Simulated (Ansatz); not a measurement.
## Au in Ansatz: the effect of functional

Au:

```
Au
1.0
     1.38250   -2.50376    0.00000
     1.38250    2.50376    0.00000
     0.00000    0.00000    4.79328
Au
2
Direct
  0.33467 0.66533 0.25000
  0.66533 0.33467 0.75000
```

This isn't the form of Au at room conditions, which is fcc.

The cell isn't the ideal one: volume scaled by 0.94.

Alike in all runs:

```yaml
Program: Ansatz 0.2.0
Task: single point
Potentials_or_basis: Ansatz PAW
k_mesh: 11 × 11 × 6
Occupations: fermi-dirac, width 0.05 eV
Spin: no spin polarisation
```

```csv
functional,cutoff,pressure (GPa)
LDA,420 eV (not typed: the program's choice for these potentials),?
PBEsol,420 eV (not typed: the program's choice for these potentials),5.3
r2SCAN,500 eV (not typed: the program's choice for these potentials),10.7
```

**Question.** What does the run with functional LDA give?

**Answer.** Pressure 0.4 GPa.

Caveats: the PAW data sets come from PBE, with cores solved anew for the run's functional, which leaves a small shift of forces and pressure.
